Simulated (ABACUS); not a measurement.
# GaP (F-43m) in ABACUS: further runs

The runs below take GaP through single point, relaxation of cell and atoms, with HCTH407, TM.

Everything below comes from runs of ABACUS 3.10.1. Logs are shortened: lines on timing, memory, paths and dates and some standing lists are left out, and cuts for length are marked.

**Experimental background.**

“Stacking defects in GaP nanowires: Electronic structure and optical properties”, 2018, arxiv:1810.01194 quotes, for a bulk crystal of GaP at 10 K: band gap 2.34 eV (indirect).

The results are compared with them further down.

## (1) The crystal as given

The structure is cubic, space group F-43m (No. 216). The conventional cell has a = 5.451 Å, b = 5.451 Å, c = 5.451 Å, α = 90.00°, β = 90.00°, γ = 90.00°. Ga (site symmetry -43m) has 4 P at 2.36 Å as nearest neighbours. P (site symmetry -43m) is surrounded by 4 Ga at 2.36 Å.

## (2) Single point, HCTH407

Input file INPUT:

```
INPUT_PARAMETERS
suffix              GaP
calculation         scf
basis_type          pw
pseudo_dir          ./
symmetry            1
dft_functional      GGA_XC_HCTH_407
ecutwfc             114
pseudo_rcut         10
nspin               1
nbands              23
ks_solver           dav
smearing_method     fd
smearing_sigma      0.00367493
scf_thr             1e-08
scf_nmax            100
mixing_type         broyden
mixing_beta         0.7
cal_force           1
cal_stress          1
out_chg             1
kpar                4
```

Input file STRU:

```
ATOMIC_SPECIES
Ga 69.7230 Ga.upf
P 30.9738 P.upf

LATTICE_CONSTANT
1.8897261246

LATTICE_VECTORS
0.0000000000 2.7252500000 2.7252500000
2.7252500000 0.0000000000 2.7252500000
2.7252500000 2.7252500000 0.0000000000

ATOMIC_POSITIONS
Direct

Ga
0.0
1
0.0000000000 0.0000000000 0.0000000000 1 1 1

P
0.0
1
0.7500000000 0.7500000000 0.7500000000 1 1 1
```

Input file KPT:

```
K_POINTS
0
Gamma
6 6 6 0 0 0
```

Potentials or basis: PseudoDojo NC SR 0.5 PBE stringent, plane waves.

The run is started by

```console
> OMP_NUM_THREADS=1 mpirun -np 4 abacus > log
```

running log:

```text
ABACUS v3.10.1

               Atomic-orbital Based Ab-initio Computation at UStc

 ------------------------------------------------------------------------------------

 READING GENERAL INFORMATION
                           global_out_dir = OUT.GaP/
                           global_in_card = INPUT
                               pseudo_dir = ./
                              orbital_dir =
                                    DSIZE = 4
                                    GSIZE = 1

 READING UNITCELL INFORMATION
                                    ntype = 2
                  lattice constant (Bohr) = 1.88973
              lattice constant (Angstrom) = 1

 READING ATOM TYPE 1
                               atom label = Ga
                      L=0, number of zeta = 1
                      L=1, number of zeta = 1
                      L=2, number of zeta = 1
             number of atom for this type = 1

 READING ATOM TYPE 2
                               atom label = P
                      L=0, number of zeta = 1
                      L=1, number of zeta = 1
                      L=2, number of zeta = 1
             number of atom for this type = 1

                        TOTAL ATOM NUMBER = 2
DIRECT COORDINATES
    atom                   x                   y                   z     mag                  vx                  vy                  vz
taud_Ga1            0.0000000000        0.0000000000        0.0000000000  0.0000        0.0000000000        0.0000000000        0.0000000000
taud_P1            0.7500000000        0.7500000000        0.7500000000  0.0000        0.0000000000        0.0000000000        0.0000000000

                          Volume (Bohr^3) = 273.178
                             Volume (A^3) = 40.4807

 Lattice vectors: (Cartesian coordinate: in unit of a_0)
                   +0            +2.72525            +2.72525
             +2.72525                  +0            +2.72525
             +2.72525            +2.72525                  +0
 Reciprocal vectors: (Cartesian coordinate: in unit of 2 pi/a_0)
            -0.183469           +0.183469           +0.183469
            +0.183469           -0.183469           +0.183469
            +0.183469           +0.183469           -0.183469
 The esolver type has been set to : ksdft_pw

                PAO radial cut off (Bohr) = 10

 Read in pseudopotential file is Ga.upf
                     pseudopotential type = NC
          exchange-correlation functional = PBE
                 nonlocal core correction = 1
                        valence electrons = 21
                                     lmax = 2
                           number of zeta = 5
                     number of projectors = 6
                           L of projector = 0
                           L of projector = 0
                           L of projector = 1
                           L of projector = 1
                           L of projector = 2
                           L of projector = 2
 XC functional updated to : GGA_XC_HCTH_407
          exchange-correlation functional = GGA_XC_HCTH_407
                PAO radial cut off (Bohr) = 10

 Read in pseudopotential file is P.upf
                     pseudopotential type = NC
          exchange-correlation functional = PBE
                 nonlocal core correction = 1
                        valence electrons = 5
                                     lmax = 2
                           number of zeta = 2
                     number of projectors = 6
                           L of projector = 0
                           L of projector = 0
                           L of projector = 1
                           L of projector = 1
                           L of projector = 2
                           L of projector = 2
 XC functional updated to : GGA_XC_HCTH_407
          exchange-correlation functional = GGA_XC_HCTH_407
     initial pseudo atomic orbital number = 17

 SETUP THE ELECTRONS NUMBER
            electron number of element Ga = 21
      total electron number of element Ga = 21
             electron number of element P = 5
       total electron number of element P = 5
            AUTOSET number of electrons:  = 26
                           occupied bands = 13
                                   NBANDS = 23
                                   NLOCAL = 18

%%%%%%%%%%%%%%%%%%%%%%%%%%%%%%%%%%%%%%%%%%%%%%%%%%%%%%%%%%%%%%%%%%%%%%%%%%%%%%%%%%%%%%%%%%%%%%%%%%%%%%%%%%
 Warning: the number of valence electrons in pseudopotential > 3 for Ga: [Ar] 3d10 4s2 4p1
 Pseudopotentials with additional electrons can yield (more) accurate outcomes, but may be less efficient.
 If you're confident that your chosen pseudopotential is appropriate, you can safely ignore this warning.
[... 67 lines left out ...]
                                       C4 = 0
                                       C6 = 0
                                       S1 = 6
                                       S3 = 0
                                       S4 = 6
                                       S6 = 0
               POINT GROUP IN SPACE GROUP = T_d

 SETUP K-POINTS
                                    nspin = 1
                   Input type of k points = Monkhorst-Pack(Gamma)
                                   nkstot = 216
                       right hand lattice = 1
(for reciprocal lattice: )
                             BRAVAIS TYPE = 2
                     BRAVAIS LATTICE NAME = 02. Cubic I (body-centered)
                                    ibrav = 2
                       right hand lattice = 1
(for k-lattice: )
                             BRAVAIS TYPE = 2
                     BRAVAIS LATTICE NAME = 02. Cubic I (body-centered)
                                    ibrav = 2
                       right hand lattice = 1
                        ROTATION MATRICES = 48
                               nkstot_ibz = 16
K-POINTS REDUCTION ACCORDING TO SYMMETRY
     IBZ    DIRECT_X    DIRECT_Y    DIRECT_Z  WEIGHT  ibz2bz
       1  0.00000000  0.00000000  0.00000000  0.0046       0
       2  0.16666667  0.16666667  0.16666667  0.0370       1
       3  0.33333333  0.33333333  0.33333333  0.0370       2
       4  0.50000000  0.50000000  0.50000000  0.0185       3
       5  0.16666667  0.16666667  0.00000000  0.0278       7
       6  0.33333333  0.33333333  0.16666667  0.1111       8
[... 8 lines left out ...]
      15  0.50000000  0.33333333 -0.33333333  0.1111      52
      16  0.50000000  0.33333333 -0.16666667  0.0556      58

                               nkstot now = 16
[... K-POINTS DIRECT COORDINATES: 16 rows ...]

           k-point number in this process = 4
       minimum distributed K point number = 4
[... stars of the k points ...]

[... K-POINTS CARTESIAN COORDINATES: 4 rows ...]

[... K-POINTS DIRECT COORDINATES: 4 rows ...]

 SETUP PLANE WAVES FOR WAVE FUNCTIONS
     energy cutoff for wavefunc (unit:Ry) = 114
              fft grid for wave functions = [ 50, 50, 50 ]
                    number of plane waves = 6423
                         number of sticks = 451

 PARALLEL PW FOR WAVE FUNCTIONS
     PROC   COLUMNS(POT)             PW
        1            451           6423
 --------------- sum -------------------
        1            451           6423

 SETUP NONLOCAL PSEUDOPOTENTIALS IN PLANE WAVE BASIS
 Ga non-local projectors:
 projector 1 L=0
 projector 2 L=0
 projector 3 L=1
 projector 4 L=1
 projector 5 L=2
 projector 6 L=2
 P non-local projectors:
 projector 1 L=0
 projector 2 L=0
 projector 3 L=1
 projector 4 L=1
 projector 5 L=2
 projector 6 L=2
      TOTAL NUMBER OF NONLOCAL PROJECTORS = 36

 Init Non-Local PseudoPotential table :
 Init Non-Local-Pseudopotential done.

                                     npwx = 5672

 Make real space PAO into reciprocal space.
       max mesh points in Pseudopotential = 1001
     dq(describe PAO in reciprocal space) = 0.01
                                    max q = 1286

 number of pseudo atomic orbitals for Ga is 5
WARNING: norm of atomic wavefunction # 4 of atomic type Ga is 0.999997, renormalized
WARNING: norm of atomic wavefunction # 5 of atomic type Ga is 0.998668, renormalized

 number of pseudo atomic orbitals for P is 2
WARNING: norm of atomic wavefunction # 2 of atomic type P is 0.999977, renormalized

 -------------------------------------------
 SELF-CONSISTENT
 -------------------------------------------
                                 init_chg = atomic

 PW ALGORITHM --------------- ION=   1  ELEC=   1--------------------------------

 Notice: Threshold on eigenvalues was too large.
 hsover_error=0.26 > DRHO=0.094593
 Origin diag ethr = 0.01
 New diag ethr = 0.000363819

 Density error is 0.0956819533552
                          Error Threshold = 0.000363819352753
----------------------------------------------------------
     Energy           Rydberg                 eV
----------------------------------------------------------
 E_KohnSham     -512.6778595089      -6975.3401277647
 E_Harris       -512.4334969460      -6972.0154045312
 E_Fermi        0.5979214016         8.1351380178
----------------------------------------------------------
[... 63 lines left out ...]
 Density error is 9.29364668936e-09
                          Error Threshold = 4.25031334465e-10
----------------------------------------------------------
     Energy           Rydberg                 eV
----------------------------------------------------------
 E_KohnSham     -512.6940760849      -6975.5607656006
 E_KS(sigma->0) -512.6940760849      -6975.5607656005
 E_Harris       -512.6931065971      -6975.5475750414
 E_band         -61.7862506579       -840.6450670040
 E_one_elec     -465.1496962003      -6328.6862912925
 E_Hartree      234.4589651123       3189.9778727101
 E_xc           -58.2205326054       -792.1309840282
 E_Ewald        -223.7828123915      -3044.7213629900
 E_entropy(-TS) -0.0000000000        -0.0000000002
 E_descf        0.0000000000         0.0000000000
 E_exx          0.0000000000         0.0000000000
 E_Fermi        0.6600270112         8.9801281864
----------------------------------------------------------

 charge density convergence is achieved
 final etot is -6975.5607656 eV
 EFERMI = 8.9801281864 eV

 STATE ENERGY(eV) AND OCCUPATIONS    NSPIN == 1
 1/4 kpoint (Cartesian) = 0.0000 0.0000 0.0000 (5601 pws)
       1       -136.068     0.00925926
       2       -86.8729     0.00925926
       3       -86.8729     0.00925926
       4       -86.8729     0.00925926
       5       -7.16707     0.00925926
       6       -7.16707     0.00925926
[... 90 lines left out ...]
      22        21.9170        0.00000
      23        22.0112        0.00000

------------------------------------------------------------------------------------------
 TOTAL-FORCE (eV/Angstrom)
------------------------------------------------------------------------------------------
                       Ga1         0.0000000000         0.0000000000         0.0000000000
                        P1         0.0000000000         0.0000000000         0.0000000000
------------------------------------------------------------------------------------------

----------------------------------------------------------------
 TOTAL-STRESS (KBAR)
----------------------------------------------------------------
        30.6113642099         0.0000000000         0.0000000000
         0.0000000000        30.6113642099        -0.0000000000
         0.0000000000        -0.0000000000        30.6113642099
----------------------------------------------------------------
 TOTAL-PRESSURE: 30.611364 KBAR

 --------------------------------------------
 !FINAL_ETOT_IS -6975.5607656006195612 eV
 --------------------------------------------
```

Run time: 4.5 s. Hardware: 4 MPI ranks of AMD EPYC 9R45 (Zen 5), shared host; peak memory 0.48 GiB.

What came out:

- Free energy: -6975.5608 eV
- Pressure: 3.1 GPa
- Band gap on the k mesh: 2.00 eV, indirect (least direct gap 2.16 eV)

Levels at points of the mesh, in eV from the valence-band top:
| k point | band 11 | band 12 | band 13 | band 14 | band 15 | band 16 |
| --- | --- | --- | --- | --- | --- | --- |
| (0.00, 0.00, 0.00) | 0.00 | 0.00 | 0.00 | 2.16 | 4.09 | 4.09 |
| (0.50, 0.50, 0.50) | -6.40 | -1.08 | -1.08 | 2.00 | 4.95 | 4.95 |
| (0.50, 0.50, 0.00) | -6.56 | -2.57 | -2.57 | 2.15 | 2.18 | 10.69 |

Caveat: the potentials were made for another functional, which shifts forces and pressure.

(Part 1 of 2 ends here.)
